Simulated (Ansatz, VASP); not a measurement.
Al8Au3: VASP beside Ansatz

INCAR

```
  ALGO = Fast
  DIPOL = 0.5 0.5 0.500
  EDIFF = 1E-6
  ENCUT = 520
  GGA = PS
  IDIPOL = 3
  ISIF = 2
  ISMEAR = 0
  LASPH = T
  LCHARG = T
  LDIPOL = T
  LELF = T
  LREAL = F
  LVACPOTAV = T
  LVHAR = T
  LWAVE = F
  NBANDS = 40
  NELM = 100
  PREC = Accurate
  SIGMA = 0.1
```

The input KPOINTS:

```
k-points
0
Gamma
  9 9 1
```

POSCAR

```
Al8Au3
1.0
    4.2447517284      0.0000000000      0.0000000000
   -2.1223758642      3.6760628295      0.0000000000
    0.0000000000      0.0000000000     27.1303884559
Al Au
8 3
Direct
    0.6666666667      0.3333333333      0.2764427797
    0.0000000000      0.0000000000      0.3403162712
    0.3333333333      0.6666666667      0.4041897627
    0.6666666667      0.3333333333      0.4680632542
    0.0000000000      0.0000000000      0.5319367458
    0.3333333333      0.6666666667      0.5958102373
    0.6666666667      0.3333333333      0.6596837288
    0.0000000000      0.0000000000      0.7235572203
    0.6666666667      0.3333333333      0.3722530170
    0.3333333333      0.6666666667      0.5000000000
    0.0000000000      0.0000000000      0.6277469830
```

Input for Ansatz:

```yaml
crystal:
  lattice:
    - [4.2447517284, 0.0, 0.0]
    - [-2.1223758642, 3.6760628295, 0.0]
    - [0.0, 0.0, 27.1303884559]
  atoms:
    - { symbol: Al, position: [0.6666666667, 0.3333333333, 0.2764427797] }
    - { symbol: Al, position: [0.0, 0.0, 0.3403162712] }
    - { symbol: Au, position: [0.6666666667, 0.3333333333, 0.372253017] }
    - { symbol: Al, position: [0.3333333333, 0.6666666667, 0.4041897627] }
    - { symbol: Al, position: [0.6666666667, 0.3333333333, 0.4680632542] }
    - { symbol: Au, position: [0.3333333333, 0.6666666667, 0.5] }
    - { symbol: Al, position: [0.0, 0.0, 0.5319367458] }
    - { symbol: Al, position: [0.3333333333, 0.6666666667, 0.5958102373] }
    - { symbol: Au, position: [0.0, 0.0, 0.627746983] }
    - { symbol: Al, position: [0.6666666667, 0.3333333333, 0.6596837288] }
    - { symbol: Al, position: [0.0, 0.0, 0.7235572203] }
basis:
  ecutwfc: 420
kpoints:
  mp_grid: { grid: [9, 9, 1] }
hamiltonian:
  xc: pbesol
scf:
  occupations: { method: gaussian, width: 0.1 }
output:
  forces: true
  stress: true
  eigenvalues: true
efield:
  axis: 3
  dipole_correction: true
```

Alike in both runs: task single point; functional PBEsol; k mesh 9 × 9 × 1; occupations gaussian, width 0.1 eV; no spin polarisation.

|  | VASP | Ansatz |
| --- | --- | --- |
| version | VASP 6.6.1 | Ansatz 0.2.0 |
| potentials or method | VASP PAW PBE potentials, release 64 (Al, Au) | scalar-relativistic, plane waves, PAW |
| plane-wave cutoff (eV) | 520 | 420 |
| valence electrons in the cell | 57 | 81 |

```tsv
	VASP	Ansatz	Ansatz less VASP
gap on the k mesh at the Fermi level (eV)	none	none	-
rms of the force components (eV/Å)	0.150	0.151	+0.0003
work function, face that differs most (eV)	4.56	4.56	0.000
```

A gap of «none» marks a metal or a gap that the smearing closes. The two sets of potentials don't hold the same shells in valence.

Caveats: the PAW data sets were made with another functional, which shifts forces and pressure a little (VASP). Spin-orbit coupling is left out, which matters for the levels of Au.
